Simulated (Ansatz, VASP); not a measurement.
# Si54HC53 (H_C): VASP beside Ansatz, part 2 of 2

Aim: how closely do two programs agree when they are given the same cell, functional and k mesh? Of the first pair: The structure shown is the start of the Ansatz relaxation below; VASP solves that cell, so the two are compared at the walk's first step.

VASP 6.6.1 and Ansatz 0.2.0.

So far. Step 3 (VASP: single point, r2SCAN, start cell, pair 1): The run ends at a pressure of -1.31 GPa, with forces up to 2.7 eV/Å.

## Step 4: Comparison

Known differences besides the potentials themselves: VASP keeps PBE cores, Ansatz makes them for the functional; fixed occupations in Ansatz, narrow Gaussian smearing in VASP; the cutoff is 500 eV in Ansatz and 580 eV in VASP (PREC = Accurate, projectors in real space). Total energies have different zeros and are not compared.

Forces on 9 of the 108 atoms, those with the largest forces and the largest differences (eV/Å; atoms numbered as in POSCAR):

```
atom          Ansatz x, y, z            VASP x, y, z
 Si7   1.429, -1.451, -1.072   1.424, -1.440, -1.066
Si27   -0.079, -0.969, 1.716   -0.093, -0.964, 1.726
Si46   0.690, -2.003, -0.516   0.689, -1.992, -0.515
Si47   2.112, -0.551, -1.602   2.119, -0.556, -1.606
Si53     1.609, 1.554, 0.317     1.603, 1.574, 0.309
 C55    1.115, -1.884, 1.226    1.113, -1.878, 1.221
 C57   -0.057, -2.177, 0.188   -0.056, -2.170, 0.189
 C86   0.631, -2.051, -0.374   0.627, -2.040, -0.371
C100  -0.509, -1.482, -0.132  -0.501, -1.470, -0.123
```

The forces differ by 5.2 meV/Å r.m.s., which is 0.6 % of the r.m.s. force of 0.859 eV/Å (both taken over all components). The cell carries a charge of +1 e against a uniform background, so its pressure also hangs on how the neutralising background is counted, and in a defect's cell a gap may be the spacing between its levels.

## Step 5: Ansatz: relaxation, r2SCAN

This run makes the geometry at which the two programs are then compared.

The structure compared here is the end of the Ansatz relaxation.

input.yaml reads:

```yaml
crystal:
  lattice:
    - [9.23599493, 0.0, 0.0]
    - [-4.61799746, 7.99860624, 0.0]
    - [0.0, 0.0, 15.1078644]
  atoms:
    - { symbol: Si, position: [0.11111111, 0.22222222, 0.8329854] }
    - { symbol: Si, position: [0.22222222, 0.11111111, 0.3329854] }
    - { symbol: Si, position: [0.22222222, 0.11111111, 0.66650102] }
[... 1 atom line left out ...]
    - { symbol: Si, position: [0.0, 0.0, 0.49972248] }
[... 2 atom lines left out ...]
    - { symbol: C, position: [0.0, 0.0, 0.37436694] }
    - { symbol: C, position: [0.11111111, 0.22222222, 0.70799668] }
[... 1 atom line left out ...]
    - { symbol: C, position: [0.22222222, 0.11111111, 0.54152848] }
[... 5 atom lines left out ...]
    - { symbol: Si, position: [0.0, 0.33333333, 0.49972248] }
[... 1 atom line left out ...]
    - { symbol: C, position: [0.0, 0.33333333, 0.87436694] }
    - { symbol: C, position: [0.0, 0.33333333, 0.37436694] }
    - { symbol: C, position: [0.11111111, 0.55555556, 0.70799668] }
[... 1 atom line left out ...]
    - { symbol: C, position: [0.22222222, 0.44444444, 0.54152848] }
[... 1 atom line left out ...]
    - { symbol: Si, position: [0.11111111, 0.88888889, 0.8329854] }
    - { symbol: Si, position: [0.22222222, 0.77777778, 0.3329854] }
    - { symbol: Si, position: [0.22222222, 0.77777778, 0.66650102] }
[... 1 atom line left out ...]
    - { symbol: Si, position: [0.0, 0.66666667, 0.49972248] }
[... 2 atom lines left out ...]
    - { symbol: C, position: [0.0, 0.66666667, 0.37436694] }
    - { symbol: C, position: [0.11111111, 0.88888889, 0.70799668] }
[... 1 atom line left out ...]
    - { symbol: C, position: [0.22222222, 0.77777778, 0.54152848] }
[... 5 atom lines left out ...]
    - { symbol: Si, position: [0.33333333, 0.0, 0.49972248] }
[... 1 atom line left out ...]
    - { symbol: C, position: [0.33333333, 0.0, 0.87436694] }
    - { symbol: C, position: [0.33333333, 0.0, 0.37436694] }
    - { symbol: C, position: [0.44444444, 0.22222222, 0.70799668] }
[... 1 atom line left out ...]
    - { symbol: C, position: [0.55555556, 0.11111111, 0.54152848] }
[... 2 atom lines left out ...]
    - { symbol: Si, position: [0.55555556, 0.44444444, 0.3329854] }
    - { symbol: Si, position: [0.55555556, 0.44444444, 0.66650102] }
[... 1 atom line left out ...]
    - { symbol: Si, position: [0.33333333, 0.33333333, 0.49972248] }
[... 3 atom lines left out ...]
    - { symbol: C, position: [0.44444444, 0.55555556, 0.70799668] }
[... 1 atom line left out ...]
    - { symbol: H, position: [0.55555556, 0.44444444, 0.54152848] }
[... 5 atom lines left out ...]
    - { symbol: Si, position: [0.33333333, 0.66666667, 0.49972248] }
[... 2 atom lines left out ...]
    - { symbol: C, position: [0.33333333, 0.66666667, 0.37436694] }
[... 5 atom lines left out ...]
    - { symbol: Si, position: [0.88888889, 0.11111111, 0.3329854] }
    - { symbol: Si, position: [0.88888889, 0.11111111, 0.66650102] }
[... 1 atom line left out ...]
    - { symbol: Si, position: [0.66666667, 0.0, 0.49972248] }
[... 2 atom lines left out ...]
    - { symbol: C, position: [0.66666667, 0.0, 0.37436694] }
    - { symbol: C, position: [0.77777778, 0.22222222, 0.70799668] }
[... 3 atom lines left out ...]
    - { symbol: Si, position: [0.77777778, 0.55555556, 0.8329854] }
[... 2 atom lines left out ...]
    - { symbol: Si, position: [0.77777778, 0.55555556, 0.16650102] }
[... 3 atom lines left out ...]
    - { symbol: C, position: [0.66666667, 0.33333333, 0.37436694] }
[... 4 atom lines left out ...]
    - { symbol: Si, position: [0.77777778, 0.88888889, 0.8329854] }
    - { symbol: Si, position: [0.88888889, 0.77777778, 0.3329854] }
[... 1 atom line left out ...]
    - { symbol: Si, position: [0.77777778, 0.88888889, 0.16650102] }
[... 2 atom lines left out ...]
    - { symbol: C, position: [0.66666667, 0.66666667, 0.87436694] }
    - { symbol: C, position: [0.66666667, 0.66666667, 0.37436694] }
[... 1 atom line left out ...]
    - { symbol: C, position: [0.88888889, 0.77777778, 0.20799668] }
[... 1 atom line left out ...]
    - { symbol: C, position: [0.77777778, 0.88888889, 0.04152848] }
  host:
    repeats: [3, 3, 1]
    atoms:
      - { symbol: Si, position: [0.33333333, 0.66666667, 0.8329854] }
      - { symbol: Si, position: [0.66666667, 0.33333333, 0.3329854] }
      # ... 10 more atoms of the perfect host
total_charge: 1
basis:
  ecutwfc: 500
  xc_grid: 2
hamiltonian:
  xc: r2scan
  pseudopotentials: { kind: paw, azcp: { folder: soft_1 } }
kpoints:
  mp_grid: { grid: [1, 1, 1], shift: [0.25, 0.25, 0.25] }
scf:
  occupations: { method: fixed }
  max_iter: 100
output:
  forces: true
  charged_corrections:
    epsilon: [7.09, 7.09, 7.35]
    static_epsilon: [10.43, 10.43, 10.95]
    defect_position: [0.555556, 0.444444, 0.541528]
relax:
  f_tol: 0.02
  max_steps: 80
  random_displacement: { amplitude: 0.05, seed: 4019 }
checkpoint:
  write: "../qp1.relax.run"
  compress: false
  write_wavefunctions: true
  write_every: 100000
```

The run is started by

```console
$ ansatz run input.yaml --threads 4 --pin off --max-ram 15073MiB --backend cpu --events-out ev --progress --plain --runs-dir out
```

Numbers of over 12 decimals in the logs are rounded to 6 here.

What it wrote:

```text
[...]
Crystal: 108 atoms, lattice volume = 1116.095 Å³
Basis set: ecut = 500 eV, 28399 PW (Γ), exchange–correlation on 144×144×240 points (8 copies of the dense FFT grid, shifted against one another)
Bands: 322, of which v1, the nominal top of the filled ones, is band 214 counted from 1 (213 counted from 0)
Symmetry: 1 space group operations
k-points: 1
[...]
SCF iter   1: F=—  HF=-47960.646255 eV  |F-HF|=—  |Δ(HF+E_count)|=         —  Δρ=1.33e-1  dr2=2.45e2  dr2_τ=2.72e1  ethr=3.10e-3  ⟨swp⟩=5.0  Hψ=1104  notcnv=0  defer=106
[...]
- { symbol: C, position: [0.00181322, 0.334867, 0.373694] }
[...]
- { symbol: H, position: [0.449216, 0.383696, 0.573883] }
[...]
- { symbol: Si, position: [0.889188, 0.777807, 0.665202] }
    - { symbol: Si, position: [0.779751, 0.889704, 0.165631] }
    - { symbol: Si, position: [0.679346, 0.663364, 0.495928] }
    - { symbol: Si, position: [0.668133, 0.666700, 0.999379] }
[...]
- { symbol: C, position: [0.778665, 0.888160, 0.707325] }
    - { symbol: C, position: [0.891339, 0.779063, 0.206863] }
    - { symbol: C, position: [0.895114, 0.779722, 0.540789] }
    - { symbol: C, position: [0.779299, 0.889094, 0.040843] }
```

## Step 6: VASP: single point, r2SCAN, relaxed cell, pair 2

The same cell, functional and mesh now go to VASP, with its own data sets.

INCAR reads:

```
SYSTEM = Si54HC53
PREC = Accurate
ENCUT = 580
EDIFF = 1E-06
NELM = 120
ISMEAR = 0
SIGMA = 0.01
LREAL = Auto
ALGO = Normal
METAGGA = R2SCAN
LASPH = .TRUE.
NELECT = 428
NBANDS = 296
LORBIT = 11
LWAVE = .FALSE.
LCHARG = .FALSE.
ISIF = 2
ISYM = 0
GGA_COMPAT = .FALSE.
EFERMI = MIDGAP
LMIXTAU = .TRUE.
NCORE = 2
```

POSCAR reads:

```
Si54HC53
1.0
    9.2359949308     -0.0000000029      0.0000000000
   -4.6179974629      7.9986062407      0.0000000000
    0.0000000000      0.0000000000     15.1078644000
Si C H
54 53 1
Direct
    0.1113573647      0.2214037094      0.8329407082
    0.2244805258      0.1118436603      0.3329112612
    0.2183040654      0.1074898703      0.6666742909
[... 1 atom line left out ...]
    0.9966062565      0.9973936280      0.4983687800
[... 2 atom lines left out ...]
    0.2249227843      0.4469596557      0.3330422584
    0.2189334944      0.4434387219      0.6667559836
[... 1 atom line left out ...]
    0.9976888018      0.3332269612      0.4982624328
[... 5 atom lines left out ...]
    0.0078184302      0.6714772802      0.4985806693
[... 1 atom line left out ...]
    0.4441103531      0.2201726771      0.8343954208
    0.5577730322      0.1128826799      0.3321032208
    0.5571278423      0.1122304172      0.6656160774
[... 1 atom line left out ...]
    0.3353740250      0.0030652797      0.4987777718
[... 1 atom line left out ...]
    0.4443658238      0.5551241519      0.8341482033
    0.5589310965      0.4469749821      0.3322503162
    0.5471106669      0.4390621762      0.6751887797
[... 1 atom line left out ...]
    0.3076021104      0.3197550522      0.5017423237
[... 2 atom lines left out ...]
    0.5581154967      0.7797808683      0.3320810920
    0.5573932757      0.7777605490      0.6654354270
[... 1 atom line left out ...]
    0.3364682761      0.6673258662      0.4987073981
[... 5 atom lines left out ...]
    0.6678047827      0.0016673166      0.4984454932
[... 1 atom line left out ...]
    0.7767930486      0.5541541402      0.8328429042
    0.8932645450      0.4476022609      0.3310632987
    0.8893860518      0.4441336079      0.6655538319
[... 1 atom line left out ...]
    0.6806089282      0.3507787101      0.4957897995
[... 2 atom lines left out ...]
    0.8929254558      0.7801490105      0.3310045287
    0.8891881400      0.7778072593      0.6652024385
[... 1 atom line left out ...]
    0.6793457631      0.6633639569      0.4959278252
[... 3 atom lines left out ...]
    0.1107114646      0.2213569597      0.7077564934
[... 1 atom line left out ...]
    0.2154241338      0.1042774869      0.5418791632
[... 5 atom lines left out ...]
    0.2181173022      0.4455038393      0.5418596468
[... 2 atom lines left out ...]
    0.0034716802      0.6693567112      0.3736058427
[... 5 atom lines left out ...]
    0.3357455128      0.0021925863      0.3740482386
    0.4416340972      0.2176861813      0.7083774835
[... 1 atom line left out ...]
    0.5577320950      0.1220139260      0.5407753621
[... 2 atom lines left out ...]
    0.3378793350      0.3359409829      0.3780680083
    0.4423884512      0.5555199911      0.7078285858
[... 3 atom lines left out ...]
    0.3359920114      0.6686039600      0.3740329674
[... 2 atom lines left out ...]
    0.5582150599      0.7716651282      0.5407526656
[... 3 atom lines left out ...]
    0.7785804559      0.2225405976      0.7073480480
[... 4 atom lines left out ...]
    0.6709919332      0.3370043128      0.3722111636
    0.7738870491      0.5528862591      0.7047844023
[... 1 atom line left out ...]
    0.8956762025      0.4497328988      0.5410958652
[... 2 atom lines left out ...]
    0.6708640629      0.6696263579      0.3720013405
    0.7786645675      0.8881598318      0.7073250543
[... 1 atom line left out ...]
    0.8951135920      0.7797224235      0.5407886396
[... 1 atom line left out ...]
    0.4492155136      0.3836960412      0.5738834548
```

KPOINTS reads:

```
Points of the shifted mesh
1
Reciprocal
 0.2500000000  0.2500000000  0.2500000000 1
```

The projector-augmented-wave data sets are Si, C and H (PBE family, release 64).

The run is started by

```console
$ mpirun -np 8 vasp_std
```

What it wrote:

```text
[banner, memory and clock lines left out]
running    8 mpi-ranks, on    1 nodes
[...]
[... a notice as in an earlier step ...]

 LDA part: xc-table for (None), standard interpolation
 POSCAR, INCAR and KPOINTS ok, starting setup
[...]
entering main loop
       N       E                     dE             d eps       ncg     rms          rms(c)
DAV:   1     0.117474066812E+04    0.11747E+04   -0.21512E+05   592   0.148E+03
DAV:   2    -0.104355481546E+04   -0.22183E+04   -0.20928E+04   720   0.253E+02
DAV:   3    -0.120128241674E+04   -0.15773E+03   -0.15605E+03   736   0.621E+01
DAV:   4    -0.120473045728E+04   -0.34480E+01   -0.34352E+01   728   0.100E+01
DAV:   5    -0.120481593872E+04   -0.85481E-01   -0.85353E-01   720   0.152E+00BRMIX: very serious problems
 the old and the new charge density differ
 old charge density:   429.00000 new  428.00000
    0.669E+01
DAV:   6    -0.110398946303E+04    0.10083E+03   -0.28542E+02   680   0.230E+01    0.374E+01
DAV:   7    -0.104578203298E+04    0.58207E+02   -0.20191E+01   728   0.800E+00    0.149E+01
DAV:   8    -0.109854530881E+04   -0.52763E+02   -0.14177E+01   624   0.757E+00    0.105E+01
DAV:   9    -0.107062939528E+04    0.27916E+02   -0.40900E+00   632   0.429E+00    0.484E+00
[...]
DAV:  26    -0.104627304440E+04   -0.97418E-05   -0.24256E-05   672   0.940E-03    0.258E-02
DAV:  27    -0.104627304275E+04    0.16465E-05   -0.94041E-06   656   0.499E-03    0.144E-02
DAV:  28    -0.104627304180E+04    0.95095E-06   -0.76182E-07   344   0.141E-03
   1 F= -.10462730E+04 E0= -.10462730E+04  d E =0.000000E+00
```

OUTCAR, selected parts (step 6):

```text
  FREE ENERGIE OF THE ION-ELECTRON SYSTEM (eV)
  ---------------------------------------------------
  free  energy   TOTEN  =     -1046.2730418011 eV

  energy  without entropy=    -1046.2730418011  energy(sigma->0) =    -1046.27304180
```

The run ends at a pressure of -1.90 GPa, with forces up to 0.030 eV/Å.

## Step 7: Comparison

The two programs side by side:

```
              quantity  Ansatz   VASP  difference
gap on the k mesh (eV)   1.843  1.840      +0.002
```

At this near-relaxed geometry the largest component of a force difference is 16 meV/Å. A gap on the mesh is an upper bound, since the band edges may lie between its points. The cell carries a charge of +1 e against a uniform background, so its pressure also hangs on how the neutralising background is counted, and in a defect's cell a gap may be the spacing between its levels.

## Step 8: Results

```yaml
r_m_s_force_difference_single_point_r2scan_start_cell_pair_1: 0.60 % of the r.m.s. force
difference_in_gap_on_the_k_mesh_single_point_r2scan_relaxed_cell_pair_2: 0.0024 eV
```

The r.m.s. force difference is 0.60 % of the r.m.s. force (single point, r2SCAN, start cell, pair 1), within the 3 % picked in this series as the mark of a large difference. Such differences can come from data sets, numerical settings and the points named under the comparisons, not from the functional's error against experiment.

[Lines on the potential files, build, host, timing and source positions are cut from VASP's logs without a mark.]

[Logs are printed without paths, hosts, clocks, repeated set-up lines and the standing remarks that a program may print on its own settings, such as how far it seeks lower states.]

[Hosts, paths, dates, database ids (printed as entryN), source tags and the programs' standing remarks are cut or masked in the printed files.]
